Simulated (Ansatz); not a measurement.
The cell is SiS2 (started from an entry of an open crystallographic database); cell and atoms were relaxed with r2SCAN+rVV10. Space group Ibam (No. 72), orthorhombic; a = 5.487 Å, b = 9.636 Å, c = 5.523 Å in the conventional setting, 24.34 Å³ an atom. Si has 4 S at 2.13 Å; S has 2 Si at 2.13 Å.

4 runs of the PAW code Ansatz on this cell differ in the functional (and in the settings that go with it). Levels are in eV from each run's valence top; v1 is the last filled band, c1 the first empty one.

Run A, mean stress -0.9 GPa (compression positive):
```tsv
point	v4	v3	v2	v1	c1	c2
Γ	-1.66	-0.80	-0.75	-0.61	3.25	3.68
X	-2.14	-1.99	-1.46	-0.32	2.57	3.67
F₀	-1.99	-1.88	-0.92	-0.05	3.27	3.78
```

Run B, mean stress +2.4 GPa (compression positive):
```tsv
point	v4	v3	v2	v1	c1	c2
Γ	-1.65	-0.80	-0.74	-0.58	3.47	3.89
X	-2.07	-1.96	-1.42	-0.31	2.77	3.85
F₀	-1.96	-1.82	-0.91	-0.05	3.44	3.98
```

Run C, mean stress +0.1 GPa (compression positive):
```tsv
point	v4	v3	v2	v1	c1	c2
Γ	-1.69	-0.82	-0.76	-0.63	4.44	5.03
X	-2.22	-2.03	-1.49	-0.33	3.84	4.88
F₀	-2.02	-1.91	-0.97	-0.05	4.56	5.05
```

Run D, mean stress +0.6 GPa (compression positive):
```tsv
point	v4	v3	v2	v1	c1	c2
Γ	-1.64	-0.80	-0.74	-0.64	5.16	5.79
X	-2.28	-1.97	-1.48	-0.34	4.58	5.58
F₀	-1.97	-1.92	-0.97	-0.06	5.31	5.75
```

Task: Match the runs to LDA, PBE, r2SCANh, DDH-PBE0.

Result: A is LDA, B is PBE, C is r2SCANh, D is DDH-PBE0. In order of the gap: LDA 2.52, PBE 2.73, r2SCANh 3.78, DDH-PBE0 4.52 eV.

Calculated for a static, non-magnetic cell.

The stress of a hybrid is loosely converged in these runs.

The meshes of the hybrids are coarse, so their gaps aren't converged to the digits shown.
